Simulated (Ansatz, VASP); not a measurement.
Two plane-wave programs on KF

```
K F
1.0
     0.00000    2.71025    2.71025
     2.71025    0.00000    2.71025
     2.71025    2.71025    0.00000
K F
1 1
Direct
  0.50000 0.50000 0.50000
  0.00000 0.00000 0.00000
```

Alike in both runs: functional PBE; k mesh 8 × 8 × 8; occupations gaussian, width 0.02 eV; no spin polarisation.

Ansatz relaxed the structure, and its values are those at the end. VASP's run is a single point on that final structure, the one shown.

|  | VASP | Ansatz |
| --- | --- | --- |
| version | VASP 6.6.1 | Ansatz 0.2.0 |
| potentials or method | VASP PAW PBE potentials, release 64 (K_sv, F) | scalar-relativistic, plane waves, PAW |
| plane-wave cutoff (eV) | 520 | 420 |
| valence electrons in the cell | 16 | 16 |

|  | VASP | Ansatz | Ansatz less VASP |
| --- | --- | --- | --- |
| gap on the k mesh at the Fermi level (eV) | 5.95 | 5.96 | +0.015 |
| least direct gap on the mesh (eV) | 5.95 | 5.96 | +0.015 |
| pressure (GPa) | 0.0 | 0.0 | -0.01 |

The functional is the same, so the differences come from potentials, cutoffs and numerics.

A k mesh can miss the band edges. A hybrid or GW would open this gap; PBE tends to underestimate it.
